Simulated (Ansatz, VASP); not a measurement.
## Two plane-wave programs on Au

```
CELL_PARAMETERS angstrom
-1.27594 1.67991 1.67991
1.67991 -1.27594 1.67991
1.67991 1.67991 -1.27594
ATOMIC_POSITIONS crystal
Au 0.00000 0.00000 0.00000
```

Alike in both runs: task single point; functional LDA; k mesh 22 × 22 × 22; occupations gaussian, width 0.15 eV; no spin polarisation.

```csv
,VASP,Ansatz
version,VASP 6.6.1,Ansatz 0.2.0
potentials or method,"VASP PAW LDA potentials, release 64 (Au)","scalar-relativistic, plane waves, PAW"
plane-wave cutoff (eV),520,420
valence electrons in the cell,11,19
```

VASP gave:

- gap on the k mesh at the Fermi level (eV): none
- pressure (GPa): -1.7
- largest component of the traceless stress (GPa): 1.61

**Question.** Estimate Ansatz's values.

**Answer.** gap on the k mesh at the Fermi level (eV): none; pressure (GPa): -2.1; largest component of the traceless stress (GPa): 1.50.

A gap of «none» marks a metal or a gap that the smearing closes. The two sets of potentials don't hold the same shells in valence.

The runs have no spin-orbit coupling, so splittings on Au are missing.
